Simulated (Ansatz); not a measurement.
Runs of Ansatz 0.2.0 on MnSi. It takes space group F-43m (No. 216, cubic). Conventional cell: a = 5.054 Å, b = 5.054 Å, c = 5.054 Å, α = 90.00°, β = 90.00°, γ = 90.00°. Mn (site symmetry -43m) is surrounded by 4 Si at 2.19 Å. Si (site symmetry -43m) is surrounded by 4 Mn at 2.19 Å. The cell was built by a generator and needn't be a form met in nature.

```tsv
task	level	cell	cutoff (eV)	screening (1/Å)	share of exact exchange	points for each segment of the path	gap on the mesh (eV)	pressure (GPa)	moment (μB)	relaxed volume (Å³/atom)
relaxation of cell and atoms	HSE03	relaxed	420	-	-	-	none	0.0	3.00	(b)
relaxation of cell and atoms	HSE06	relaxed	420	-	-	-	none	0.0	3.00	23.13
relaxation of cell and atoms	PBE0	relaxed	420	-	-	-	none	0.0	3.00	23.10
single point	r2SCAN50	as given	500	-	-	-	none	42.1	3.00	-
relaxation of cell and atoms	PBEsol0	relaxed	420	-	-	-	none	0.0	3.00	22.22
single point	PBEsol0	as given	420	-	-	-	none	(a)	(c)	-
single point	HSE06 form with a typed share of exact exchange	as given	420	0.2	0.5	-	none	40.9	3.00	-
band structure	HSE06	as given	420	-	-	4	none	32.2	2.93	-
relaxation of cell and atoms	HF	relaxed	420	-	-	-	none	0.0	3.00	34.59
band structure	HSEsol	as given	420	-	-	4	none	28.5	2.91	-
single point	HSE06 form with a typed share of exact exchange	as given	420	0.2	0.4	-	none	37.8	3.00	-
relaxation of cell and atoms	HSEsol	relaxed	420	-	-	-	none	0.0	3.00	22.21
```

Alike in all rows: potentials or basis Ansatz PAW; spin collinear, ferromagnetic start; k mesh 5 × 5 × 5; smearing fermi-dirac 0.05 eV; the mesh is coarse, so values aren't converged.

Question: Estimate the missing entries.

Answer: (a) 21.3; (b) 23.11; (c) 2.33.

Caveats: all runs use coarse meshes; the magnetic or orbital state may not be the lowest; the PAW data sets come from PBE, with cores solved anew for the run's functional, which leaves a small shift of forces and pressure; the volume moved by over 15 % at a fixed basis, so the end points are rough (some runs); the plane-wave basis is chosen anew once the cell has moved, so the energies of steps on either side of that aren't comparable (some runs); the thresholds are loose for stress (some runs); a pressure of tens of GPa on the cell as given is suspect, and the run, the potentials or the cell itself is likely at fault (some runs); so large a pressure means that the cell lies far from this level's equilibrium, or that cutoff or potentials fall short (some runs).

A gap of «none» marks a metal or a gap under the smearing width.
